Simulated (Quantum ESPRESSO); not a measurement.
The system is BN.

```
N B
1.0
     0.00000    1.81300    1.81300
     1.81300    0.00000    1.81300
     1.81300    1.81300    0.00000
N B
1 1
Direct
  0.25000 0.25000 0.25000
  0.00000 0.00000 0.00000
```

The cell is a database's computed one.

```yaml
Program: Quantum ESPRESSO 7.5
Task: phonons
Functional: PBE
Potentials_or_basis: GBRV 1.5 PBE
Cutoff: 612 eV
Density_cutoff: 4898 eV
k_mesh: 8 × 8 × 8, shifted
Occupations: fermi-dirac, width 0.05 eV
Spin: no spin polarisation
Mixing_beta: 0.5
Most_SCF_iterations: 120
SCF_threshold: 4e-10 Ry
```

The first run showed a gap, so the response started from a second, tighter run with fixed occupations.

**Question.** Which optical modes does the crystal have at the zone centre, and which show in infrared and Raman spectra?

**Answer.** The optical modes are T2. Infrared active: T2. Raman active: T2.

Optical modes at Γ, degenerate ones joined, polar ones without the macroscopic field:
```csv
cm⁻¹,components,symmetry,active in,"IR intensity, summed ((D/Å)²/amu)"
1025,3,T2,IR and Raman,41.76
```

Zone-centre frequencies without and with the macroscopic field along z (cm⁻¹):
```csv
,optical modes in rising order
without,1025 1025 1025
with the field,1025 1025 1261
```

Born effective charge tensors (e):
atom 1, N
```
-1.92  0.00  0.00
 0.00 -1.92  0.00
 0.00  0.00 -1.92
```
atom 2, B
```
1.92 0.00 0.00
0.00 1.92 0.00
0.00 0.00 1.92
```

Electronic dielectric tensor:
```
4.61 0.00 0.00
0.00 4.61 0.00
0.00 0.00 4.61
```

Static dielectric tensor, electrons and zone-centre modes:
```
6.98 0.00 0.00
0.00 6.98 0.00
0.00 0.00 6.98
```
